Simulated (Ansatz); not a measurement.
# Si3N4 (P6_3/m):C_N, thermodynamic levels from a 126-atom cell, part 2 of 2

Charge states of C_N in Si3N4 (P6_3/m), set against the band edges. Model: a cell of 126 host atoms with 1 N taken out and 1 C put in.

Ansatz; place-levels on PBEsol runs: charge-transition levels and formation energies with image-charge correction and potential alignment at the atomic sites; PAW set soft_1.

So far: The structure; What was run first.

### 3. Placing the levels, PBEsol

A charged cell interacts with its images and the background, and its potential has another zero than the host's. place-levels removes the first by a point-charge model, screened by the static dielectric constant since the ions have relaxed around the charge, and the second by comparing potentials at atoms far from the defect.

The host is a run of the defect-free crystal in the same cutoffs, grids and k-points, so that basis and sampling errors cancel in part in the differences. Its band edges come from a run of the primitive cell that searches the zone for them. The host is run in a cell of 42 atoms on a matching mesh. Chemical potentials are energies per atom of N (N2 molecule) and C (diamond), run with the same functional and cutoff. Carbon is taken as diamond, which semilocal functionals can put about 0.1 eV an atom over graphite.

levels.point.yaml

```yaml
host:
  run: host.point.run
  levels_from: { run: edges.point.run }
states: [qm1.point.run, q0_M1.point.run, qp1.point.run, qp1_M2.point.run]
geometry_from:
  qm1.point.run: qm1.relax.run
  q0_M1.point.run: q0_M1.relax.run
  qp1.point.run: qp1.relax.run
  qp1_M2.point.run: qp1_M2.relax.run
  host.point.run: host.relax.run
chemical_potentials:
  "N":
    energy: -378.476431
    dataset: "<sha256 of the dataset>"
  C:
    energy: -246.668769
    dataset: "<sha256 of the dataset>"
epsilon: [4.29, 4.29, 4.37]
static_epsilon: [8.29, 8.29, 8.25]
vertical:
  - { from: qm1.point.run, to: qm1.point_neutral.run }
  - { from: qp1.point.run, to: qp1.point_neutral.run }
  - { from: qp1_M2.point.run, to: qp1_M2.point_neutral.run }
```

Command:

```bash
ansatz place-levels levels.point.yaml -- --threads 8 --pin off --max-ram 22609MiB
```

Log:

```text
[... repeated set-up lines and file paths are left out, and long positions are rounded to six places ...]
(+1/0) 0.140 eV beneath the valence edge (-0.272 eV without the band-filling correction), in the valence band
(0/-1) 1.016 eV above the valence edge, 3.170 eV under the conduction edge
formation energy of charge +1: +3.937 eV with the Fermi level at the valence edge
formation energy of charge 0: +3.798 eV with the Fermi level at the valence edge
formation energy of charge -1: +4.814 eV with the Fermi level at the valence edge
vertical -1 to 0: no energy, since no alignment is typed
  the change from vertical[0].from (qm1.point.run) to vertical[0].to (qm1.point_neutral.run): by its potential at epsilon [4.29, 4.29, 4.37] it stands at 0.565 0.478 0.583, with an rms radius of about 2.7 Å (1.8 1.6 1.2 Å across the planes of the cell's [...]
vertical +1 to 0: no energy, since no alignment is typed
  the change from vertical[1].from (qp1.point.run) to vertical[1].to (qp1.point_neutral.run): by its spins about the atoms it stands at 0.570 0.468 0.583, with an rms radius of about 2.3 Å (1.5 1.4 1.2 Å across the planes of the cell's vectors); [...]
vertical +1 to 0: no energy, since no alignment is typed
  the change from vertical[2].from (qp1_M2.point.run) to vertical[2].to (qp1_M2.point_neutral.run): by its potential at epsilon [4.29, 4.29, 4.37] it stands at 0.619 0.699 0.083, with an rms radius of about 7.5 Å (4.6 5.0 3.3 Å across the planes of the cell's [...]
  edges by pbesol of host.levels_from (edges.point.run), its mesh sampled to repeats of 26.19 Å (the valence edge +0.130 eV and the conduction edge -0.336 eV from those of the host's own run), gap 4.186 eV; the host is sampled to repeats of 26.41 Å
  the defect's cells are sampled to repeats of 26.41 Å, like sampling
  charge +1: -60836.6332 eV with its correction of +0.171 eV, at epsilon [8.29, 8.29, 8.25], aligned at sites: -0.0474 eV, mean over 93 atomic sites at or beyond 4.37 Å from the defect at [0.5764, 0.4532, 0.5833], with +0.012532 for the charge's moments and [...]
  charge 0: +0.000 eV for its dipole among its images, +0.000 omitted
  charge -1: -60819.6451 eV with its correction of +0.203 eV, at epsilon [8.29, 8.29, 8.25], aligned at sites: +0.0150 eV, mean over 93 atomic sites at or beyond 4.37 Å from the defect at [0.5764, 0.4532, 0.5833], with +0.003813 for the charge's moments and [...]
  charge +1: states[3] (qp1_M2.point.run) stands 0.038 eV higher, with a moment of 2.00 μB against 0.00
  states[3] (qp1_M2.point.run): levels filled in part (TS 0.007 eV): its energy is of no whole electron's
  of states[2] (qp1.point.run): a band-filling correction moves a carrier to the host's band edge, which changes its energy by -0.132 eV
  of states[3] (qp1_M2.point.run): it parts from the run at its places by a charge that spreads by about 5 Å along one vector (2 Å or more is wide), by its potential at epsilon [4.29, 4.29, 4.37], taken for that of held ions (one typed too small widens it), [...]
  vertical[2].from (qp1_M2.point.run): levels filled in part (TS 0.007 eV): its energy is of no whole electron's
  of vertical[2].from (qp1_M2.point.run): its moments are held at its close (magnetization.spin_locking), by a field of 0.085 eV a Bohr magneton, and its energy and levels are of the state that this holds: a run that lets them go can end lower; [...]
  of vertical[2].to (qp1_M2.point_neutral.run): it set out from the moments of a save, which an earlier run chose (saved_moments_taken)
```

It took 0.62 s on 8 threads of Arm Neoverse V2, shared host.

Levels between the charges placed, in eV above the valence top:

|  | gap (eV) | (+1/0) | (0/−1) |
| --- | --- | --- | --- |
| PBEsol | 4.19 | -0.14 | 1.02 |

Corrections by state:

| charge | moment (μB) | image terms and alignment (eV) | band filling (eV) | ε used | over the lowest of its charge, as the program ranks them, band filling apart (eV) |
| --- | --- | --- | --- | --- | --- |
| +1 | 0.0 | 0.171 | -0.132 | principal values (8.25, 8.29, 8.29) | 0.000 |
| 0 | 1.0 | 0.000 | - | - | 0.000 |
| −1 | 0.0 | 0.203 | - | principal values (8.25, 8.29, 8.29) | 0.000 |
| +1 | 2.0 | 0.130 | - | principal values (8.25, 8.29, 8.29) | 0.038 |

The charged structures listed were also run neutral, and place-levels reads from each pair, by the potential or the spins, how wide the charge is by which they differ; that can be the carrier of either run.

| charge | rms radius (Å) | spread where it is widest against the cell (Å) | wide from (Å) | reading |
| --- | --- | --- | --- | --- |
| +1 | 2.3 | 1.23 | 1.51 | narrow |
| −1 | 2.7 | 1.79 | 1.98 | narrow |

The neutral runs of these pairs need not share the spin of the lowest neutral state, and very wide values only mean spread over the cell.

From the program's caveats on the states, each cut to its opening words:

- charge +1: a band-filling correction moves a carrier to the host's band edge, which changes its energy by -0.132 eV
- charge +1 (2 μB): it parts from the run at its places by a charge that spreads by about 5 Å along one vector (2 Å or more is wide), by its potential at epsilon [4.29, 4.29, [...]
- charge +1 (2 μB): its alignment with the host at atomic sites is doubtful: the mean over the far sites moves by +0.0600 eV from their farther parts to their nearer, more than [...]
- charge +1 (2 μB): its moments are held at its close (magnetization.spin_locking), by a field of 0.085 eV a Bohr magneton, and its energy and levels are of the state that this [...]

The host's formation energy from the elements is -1.218 eV per atom; it sets how far the chemical potentials can move.

Limit set by the element alone; other compounds of these elements are not counted. Chemical potentials from the elements' reference states: N 0.00 eV, Si -2.84 eV, C 0.00 eV. Formation energy by charge state (N-rich; gap 4.19 eV):

| charge | at valence top (eV) | at conduction bottom (eV) | correction included (eV) |
| --- | --- | --- | --- |
| +1 | 3.94 | 8.12 | 0.04 |
| 0 | 3.80 | 3.80 | 0.00 |
| −1 | 4.81 | 0.63 | 0.20 |

| Fermi level (eV) | lowest formation energy (eV) |
| --- | --- |
| 0.00 | 3.80 |
| 0.38 | 3.80 |
| 0.76 | 3.80 |
| 1.14 | 3.67 |
| 1.52 | 3.29 |
| 1.90 | 2.91 |
| 2.28 | 2.53 |
| 2.67 | 2.15 |
| 3.05 | 1.77 |
| 3.43 | 1.39 |
| 3.81 | 1.01 |
| 4.19 | 0.63 |

Limit set by the element alone; other compounds of these elements are not counted. Chemical potentials from the elements' reference states: Si 0.00 eV, N -2.13 eV, C 0.00 eV. Formation energies (Si-rich), with the Fermi level at the valence top and at the conduction bottom (gap 4.19 eV):

| charge | at valence top (eV) | at conduction bottom (eV) | correction included (eV) |
| --- | --- | --- | --- |
| +1 | 1.81 | 5.99 | 0.04 |
| 0 | 1.67 | 1.67 | 0.00 |
| −1 | 2.68 | -1.50 | 0.20 |

```json
{"Fermi level (eV)": "0.00", "lowest formation energy (eV)": "1.67"}
{"Fermi level (eV)": "0.38", "lowest formation energy (eV)": "1.67"}
{"Fermi level (eV)": "0.76", "lowest formation energy (eV)": "1.67"}
{"Fermi level (eV)": "1.14", "lowest formation energy (eV)": "1.54"}
{"Fermi level (eV)": "1.52", "lowest formation energy (eV)": "1.16"}
{"Fermi level (eV)": "1.90", "lowest formation energy (eV)": "0.78"}
{"Fermi level (eV)": "2.28", "lowest formation energy (eV)": "0.40"}
{"Fermi level (eV)": "2.67", "lowest formation energy (eV)": "0.02"}
{"Fermi level (eV)": "3.05", "lowest formation energy (eV)": "-0.36"}
{"Fermi level (eV)": "3.43", "lowest formation energy (eV)": "-0.74"}
{"Fermi level (eV)": "3.81", "lowest formation energy (eV)": "-1.12"}
{"Fermi level (eV)": "4.19", "lowest formation energy (eV)": "-1.50"}
```

### 4. The same at the relaxations' own k-points

The relaxations' own energies give the levels at their sampling, for comparison.

levels.relax_mesh.yaml

```yaml
host:
  run: host.relax.run
  levels_from: { run: edges.relax.run }
states: [qm1.relax.run, q0_M1.relax.run, qp1.relax.run, qp1_M2.relax.run]
chemical_potentials:
  "N":
    energy: -378.476431
    dataset: "<sha256 of the dataset>"
  C:
    energy: -246.668769
    dataset: "<sha256 of the dataset>"
```

Command:

```bash
ansatz place-levels levels.relax_mesh.yaml -- --threads 8 --pin off --max-ram 22609MiB
```

Log:

```text
[...]
(0/-1) 1.015 eV above the valence edge, 3.171 eV under the conduction edge
formation energy of charge +1: +3.911 eV with the Fermi level at the valence edge
formation energy of charge 0: +3.800 eV with the Fermi level at the valence edge
formation energy of charge -1: +4.815 eV with the Fermi level at the valence edge
  edges by pbesol of host.levels_from (edges.relax.run), its mesh sampled to repeats of 26.19 Å (the valence edge +0.231 eV and the conduction edge -0.359 eV from those of the host's own run), gap 4.186 eV; the host is sampled to repeats of 15.83 Å
[... the lines on each state left out ...]
```

The job ended after 0.2 s (8 threads).

Levels between neighbouring charges, in eV above the valence top:

|  | gap (eV) | (+1/0) | (0/−1) |
| --- | --- | --- | --- |
| one point at (¼, ¼, ¼) | 4.19 | -0.11 | 1.01 |
| a 2×2×2 shifted mesh | 4.19 | -0.14 | 1.02 |

Going from one point at (¼, ¼, ¼) to a 2×2×2 shifted mesh moves the levels that carry no band-filling term by up to 0.00 eV and formation energies against the elements by up to 0.03 eV; band-filling terms, which differ between samplings, are in these energies.

### 5. Results

- gap of the host: 4.19 eV (PBEsol)
- level (plus 1/0): 0.14 eV below the valence top (-0.27 eV above the valence top without the band-filling term)
- level (0/minus 1): 1.02 eV above the valence top
- lowest of the charges placed, just above the valence top (0.02 eV): 0
- lowest of the charges placed, just below the conduction bottom (0.02 eV): −1
- lowest formation energy at mid-gap of the charges run, N-rich: 2.72 eV
- lowest formation energy at mid-gap of the charges run, Si-rich: 0.59 eV

Of the charges placed (−1, 0 and +1), the lowest changes at 1.02 eV (0/−1) above the valence top, in a gap of 4.19 eV. Charges below −1 were not placed, so these runs say nothing of levels that involve them. States placed: +1 at 0 μB and 2 μB; 0 at 1 μB; −1 at 0 μB. Other spin states or structures, where not listed, weren't placed. The program finds carriers beyond a band edge of the host and adds a band-filling term at charge +1 (-0.13 eV); steps to such a charge show no bound level, and a defect level inside a band would be read the same way. C is taken at its element; compounds, which aren't counted here, bound the chemical potentials and would shift these formation energies. Going from one point at (¼, ¼, ¼) to a 2×2×2 shifted mesh moves the levels that carry no band-filling term by up to 0.00 eV and formation energies against the elements by up to 0.03 eV; band-filling terms, which differ between samplings, are in these energies. The program doubts the alignment of potentials for at least one state, a sign that the cell is small. Keep in mind: the images are only 8.7 Å apart; PBEsol makes the gap too small and tends to spread out bound carriers; where a gas molecule sets a chemical potential or the host's formation energy, its binding is uncorrected; force components of up to 0.11 eV/Å remain in a run at the final settings.

[Logs are printed without paths, hosts, clocks, repeated set-up lines and the standing remarks that a program may print on its own settings, such as how far it seeks lower states.]

[Hosts, paths, dates, database ids (printed as entryN), source tags and the programs' standing remarks are cut or masked in the printed files.]

[Where a table of states has a column of steps, it counts the stored structures, which are thinned; the runs took as many ionic steps or more.]

[A defect's name tells the site on which it was built; relaxed atoms can leave that site.]

[For some hosts the program warned that the k-mesh of the response run may be too coarse for force constants and the static dielectric constant; such warnings are not shown here.]
